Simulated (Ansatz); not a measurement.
**Pressure coefficients of MgTe**

```yaml
crystal:
  lattice:
    - [4.54000, 0.00000, 0.00000]
    - [-2.27000, 3.93176, 0.00000]
    - [0.00000, 0.00000, 7.39500]
  atoms:
    - { symbol: Mg, position: [0.33333, 0.66667, 0.00000] }
    - { symbol: Mg, position: [0.66667, 0.33333, 0.50000] }
    - { symbol: Te, position: [0.33333, 0.66667, 0.37000] }
    - { symbol: Te, position: [0.66667, 0.33333, 0.87000] }
```

The cell is COD entry 1538744, as deposited and not checked against the literature; nothing was relaxed.

Spin–orbit coupling is left out, though it moves levels of the heavy atoms by tenths of an eV or more.

Method: DFT, PBE, all-electron LAPW, scalar-relativistic (Ansatz 0.2.0).

Numerical set-up: a Γ-centred 9×9×5 k mesh, Fermi–Dirac smearing of 0.03 eV, basis error target 0.5 meV/atom, no spin polarisation.

The cell is scaled evenly with fractional coordinates held. Semilocal gaps are too small, but their slopes carry over better.

```json
{"V/V(cell)": "0.9600", "P (GPa)": "3.46", "gap on the k mesh (eV)": "2.731"}
{"V/V(cell)": "0.9800", "P (GPa)": "2.51", "gap on the k mesh (eV)": "2.633"}
{"V/V(cell)": "0.9900", "P (GPa)": "2.08", "gap on the k mesh (eV)": "2.586"}
{"V/V(cell)": "1.0000", "P (GPa)": "1.66", "gap on the k mesh (eV)": "2.539"}
{"V/V(cell)": "1.0100", "P (GPa)": "1.27", "gap on the k mesh (eV)": "2.493"}
{"V/V(cell)": "1.0200", "P (GPa)": "0.89", "gap on the k mesh (eV)": "2.448"}
{"V/V(cell)": "1.0400", "P (GPa)": "0.19", "gap on the k mesh (eV)": "2.360"}
{"V/V(cell)": "1.0600", "P (GPa)": "-0.44", "gap on the k mesh (eV)": "2.276"}
```

Problem. From the rows at 0.9900 and 1.0100, what is the bulk modulus at the cell's volume?

Solution. B = −ΔP/Δln V = −[(1.27) − (2.08)]/0.02000 = 40.5 GPa. This is the modulus at 1.66 GPa, not at zero pressure.

Problem. What are the gap's volume deformation potential and pressure coefficient?

Solution. dEg/dln V = (2.493 − 2.586)/0.02000 = -4.65 eV, and dEg/dP = −(dEg/dln V)/B = 115 meV/GPa: pressure widens the gap.

Problem. Predict the row at V/V(cell) = 0.9400. How far is a linear estimate of P off?

Solution. P = 4.50 GPa, gap 2.833 eV. The linear estimate P(cell) − B ln(V/V(cell)) = 4.17 GPa misses by 0.33 GPa, since the modulus grows under compression.
